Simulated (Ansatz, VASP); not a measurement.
## C: VASP beside Ansatz

Contents of INCAR:

```
PREC     = Accurate       # precision mode
ENCUT    = 520            # plane-wave cutoff, eV
EDIFF    = 1E-6           # SCF threshold, eV
ISMEAR   = 0              # smearing method
SIGMA    = 0.05           # smearing width, eV
LREAL    = F              # projectors in reciprocal space
LASPH    = T              # aspherical terms in the spheres
NELM     = 60             # most SCF steps
ALGO     = Normal         # electronic algorithm
ISIF     = 2              # what is computed and relaxed
LWAVE    = F              # write WAVECAR
LCHARG   = F              # write CHGCAR
GGA      = PE             # functional
NBANDS   = 11             # bands
```

Contents of KPOINTS:

```
Automatic mesh
0
Gamma
  12 12 12
```

POSCAR

```
C
1.0
    0.0000000000      1.6964506556      1.7410940939
    1.6964506556      0.0000000000      1.7410940939
    1.6964506556      1.6964506556      0.0000000000
C
2
Direct
    0.5000000000      0.5000000000      0.5000000000
    0.7500000000      0.7500000000      0.7500000000
```

Input for Ansatz:

```yaml
crystal:
  lattice:
    - [0.0, 1.6964506556, 1.7410940939]
    - [1.6964506556, 0.0, 1.7410940939]
    - [1.6964506556, 1.6964506556, 0.0]
  atoms:
    - { symbol: C, position: [0.5, 0.5, 0.5] }
    - { symbol: C, position: [0.75, 0.75, 0.75] }
basis:
  ecutwfc: 420
kpoints:
  mp_grid: { grid: [12, 12, 12] }
hamiltonian:
  xc: pbe
scf:
  occupations: { method: gaussian, width: 0.05 }
output:
  forces: true
  stress: true
  eigenvalues: true
  write_density: true
  write_potential: true
  elf: true
  volumetric_format: npy
```

Change from the starting cell: strain -0.050 along x and y, -0.025 along z, atoms carried along.

Alike in both runs: task single point; functional PBE; k mesh 12 × 12 × 12; occupations gaussian, width 0.05 eV; no spin polarisation.

|  | VASP | Ansatz |
| --- | --- | --- |
| version | VASP 6.6.1 | Ansatz 0.2.0 |
| potentials or method | VASP PAW PBE potentials, release 64 (C) | scalar-relativistic, plane waves, PAW |
| plane-wave cutoff (eV) | 520 | 420 |
| valence electrons in the cell | 8 | 8 |

```tsv
	VASP	Ansatz	Ansatz less VASP
gap on the k mesh at the Fermi level (eV)	4.09	4.10	+0.011
least direct gap on the mesh (eV)	5.68	5.69	+0.008
pressure (GPa)	71.2	70.0	-1.22
largest component of the traceless stress (GPa)	18.78	18.80	+0.022
```

The functional is the same, so the differences come from potentials, cutoffs and numerics.

Caveats: the cell as given lies far from equilibrium; so large a pressure means that the cell lies far from this level's equilibrium, or that cutoff or potentials fall short (VASP).
